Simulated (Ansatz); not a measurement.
MgS: a prediction, then the measurements

Level of theory: Ansatz, DFT PBE, scalar-relativistic, plane waves, PAW.

Cutoff 420 eV; k points 8×8×8 on the computed 2-atom cell (Γ-centred); Gaussian smearing, width 0.02 eV; no spin polarisation.

Relaxed structure, symmetry kept:

```
Mg S
1.0
     0.00000    2.61486    2.61486
     2.61486    0.00000    2.61486
     2.61486    2.61486    0.00000
Mg S
1 1
Direct
  0.00000 0.00000 0.00000
  0.50000 0.50000 0.50000
```

| Item | Value |
| --- | --- |
| Space group | Fm-3m (No. 225) |
| Volume per atom | 17.88 Å³ |
| Formation energy from the elements' standard states (uncorrected) | -1.444 eV/atom |
| Kohn–Sham band gap | 2.76 eV, indirect from Γ to X |
| Löwdin character of the top 1 eV of the valence band | S 3p 97 % |
| Löwdin character of the lowest 1 eV of the conduction band | Mg 3s 74 %, unprojected 15 % |
| Electron masses at the edge by Cartesian direction of the standard setting (m_e; degenerate bands sorted by energy; no spin-orbit coupling) | x: 0.52; y: 0.29; z: 0.29 |
| Hole masses at the edge by Cartesian direction of the standard setting (m_e; degenerate bands sorted by energy; no spin-orbit coupling) | x: 0.97, 0.97, 0.25; y: 0.97, 0.97, 0.25; z: 0.97, 0.97, 0.25 |
| Bulk modulus | 74 GPa |
| Its pressure derivative | 4.1 |
| Electronic dielectric constant xx, yy, zz of the standard setting (independent particles) | 5.9, 5.9, 5.9 |
| Bader charges (e) | Mg (1 in the cell) 1.67, S (1 in the cell) -1.67 |

**The experiment to reproduce.**

A printed reference work, data compilation reports, for a bulk crystal of MgS at 294.15 K: lattice constant a 5.2023 Å.

Measured lattice constant a of MgS: 5.2023 Å (294.15 K; a printed reference work, data compilation). This calculation gives 5.230 Å (+0.5 %). The calculation is for 0 K without zero-point motion.